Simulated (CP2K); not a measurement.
RbCl, 2 atoms in the cell. Symmetry: Fm-3m, No. 225, cubic system. Conventional cell: a = 6.548 Å, b = 6.548 Å, c = 6.548 Å, α = 90.00°, β = 90.00°, γ = 90.00°. Around Rb (site symmetry m-3m) lie 6 Cl at 3.27 Å. Cl (site symmetry m-3m) has 6 Rb at 3.27 Å as nearest neighbours. 

| Quantity | Value |
| --- | --- |
| Program | CP2K 2026.2 |
| Task | single point |
| Functional | RPBE |
| Potentials or basis | POTENTIAL_UZH Rb GTH-PBE-q9, Cl GTH-PBE-q7; TZVP-MOLOPT-PBE-GTH basis |
| Density cutoff | 6123 eV |
| k mesh | 7 × 7 × 7 |
| Occupations | gaussian, width 0.1 eV |
| Spin | no spin polarisation |
| SCF solver | diagonalisation with k points |
| Quickstep method | GPW |
| EPS_DEFAULT | 1.0E-10 |
| EPS_SCF | 1.0E-6 |
| MAX_SCF | 100 |
| SCF_GUESS | ATOMIC |
| k points reduced by the point group | yes |
| Mesh centred on Gamma | yes |
| CHOLESKY | OFF |
| EPS_EIGVAL | 1.0E-7 |
| MIXING METHOD | BROYDEN_MIXING |
| MIXING ALPHA | 0.4 |
| NBUFFER | 8 |
| NGRIDS | 4 |
| Basis sets | Rb TZVP-MOLOPT-PBE-GTH-q9, Cl TZVP-MOLOPT-PBE-GTH-q7 |
| Potentials | Rb GTH-PBE-q9 of POTENTIAL_UZH, Cl GTH-PBE-q7 of POTENTIAL_UZH |
| ADDED_MOS | [10] |
| REL_CUTOFF (Ry) | 60 Ry |
| MIXING BETA (1/bohr) | 1.5 1/bohr |
| CUTOFF of the grids | 450 Ry |

Potentials or basis: POTENTIAL_UZH Rb GTH-PBE-q9, Cl GTH-PBE-q7; TZVP-MOLOPT-PBE-GTH basis.

Command:

```console
$ OMP_NUM_THREADS=1 cp2k.psmp -i rbcl_scf.inp -o rbcl_scf.out
```

Hardware: 1 thread of Arm Neoverse V1, with other jobs on the host.

Estimate the wall time of this run.

Run time: 41 s on 1 thread of Arm Neoverse V1, with other jobs on the host, peak memory 0.31 GiB. Counts: scf iterations 14, k points 20, basis 35, bands 18, force evaluations 1.
